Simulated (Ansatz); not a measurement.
Al: a run of Ansatz with trial settings.

```yaml
crystal:
  lattice:
    - [0.0, 2.0194648466, 2.0194648466]
    - [2.0194648466, 0.0, 2.0194648466]
    - [2.0194648466, 2.0194648466, 0.0]
  atoms:
    - { symbol: Al, position: [0.0, 0.0, 0.0] }
basis:
  ecutwfc: 420
kpoints:
  mp_grid: { grid: [10, 10, 10] }
hamiltonian:
  xc: pbe
scf:
  occupations: { method: gaussian, width: 0.1 }
output:
  forces: true
  stress: true
  eigenvalues: true
  efg: {}
relax:
  adjacent_minimum: "off"
  f_tol: 0.08
  max_steps: 30
```

Command:

```bash
ansatz run input.yaml --threads 1 --pin off --max-ram 1331MiB --backend cpu --events-out ev --progress --plain --runs-dir out
```

Output, shortened (HF is the Harris–Foulkes energy, dr2 the density residual in eV):

```text
Warning: output.stress: scf.convergence.dr2_threshold = 1e-7 eV (the SCF's general default) is looser than the 1e-10 eV advised for a printed stress (1e-10 eV for each atom of the cell: 1). What an SCF threshold leaves in a stress goes as its square root …
The last accepted step is kept in <dir> (removed where the run ends without a failure and the disk answers)
Pseudopotential: Al, paw, valence charge 3, recommended cutoff 420 eV (normal)
Crystal: 1 atom, lattice volume = 16.472 Å³
Basis set: ecut = 420 eV, 331 PW (Γ), exchange–correlation on 40×40×40 points (8 copies of the dense FFT grid, shifted against one another)
Bands: 6, of which v1, the nominal top of the filled ones, is band 2 counted from 1 (1 counted from 0)
Symmetry: 48 space group operations
Space group: Fm-3m (ITA 225), of the structure as read, at distance tolerance 2.5e-5 Å
k-points: 47 of 1000
Initial density: superposition of atomic densities, corrected by the library's trained network
SCF iter   1: HF=-537.484529 eV  Δρ=7.19e-4  dr2=6.20e-5
SCF iter   2: HF=-537.484572 eV  Δρ=3.74e-4  dr2=1.72e-5
SCF iter   3: HF=-537.484581 eV  Δρ=2.64e-5  dr2=1.27e-7
SCF iter   4: F=-537.484581 eV  HF=-537.484581 eV  Δρ=8.46e-6  dr2=1.21e-8
SCF iter   5: F=-537.484581 eV  HF=-537.484581 eV  Δρ=6.08e-7  dr2=4.13e-11
SCF iter   6: F=-537.484581 eV  HF=-537.484581 eV  Δρ=1.44e-7  dr2=3.77e-12
SCF 1 converged in 6 iterations: F = -537.484581 eV  dr2 = 3.77e-12
relax step   1: F+E_penalty+E_count = -537.48458096 eV  Δ(F+E_penalty+E_count) = +0.000e0 eV  max|allowed force component| = 0.000e0 eV/Å  Δτ_max = 0.0000 Å  (6 SCF iters, accepted)
SCF converged after 6 iterations
Free energy (F): -537.484581 eV
E sigma→0 (E₀):  -537.481999 eV
Entropy (-TS):   -0.005165 eV (-5.165 meV/atom)
Fermi energy:    8.092442 eV
--- Forces (eV/Å), atoms counted from 1 ---
  atom   1  Al    -0.00000000    -0.00000000    -0.00000000
--- Stress (GPa, compression-positive) ---
       -0.021056       0.000000       0.000000
        0.000000      -0.021056       0.000000
        0.000000      -0.000000      -0.021056
  P = ⅓ Tr σ = -0.0211 GPa (-0.211 kbar)
--- PAW observables at the nuclei: V_zz in 10²¹ V/m², potentials from the cell's mean, atoms counted from 1 ---
  atom   1  Al V_zz =    -0.000000   η = 0.0000   by run symmetry: forbidden
            electrostatic potential = -1229.485345 V   contact ρ = none
```

These settings were drawn at random to show what each does; none of the numbers is a converged property of the crystal.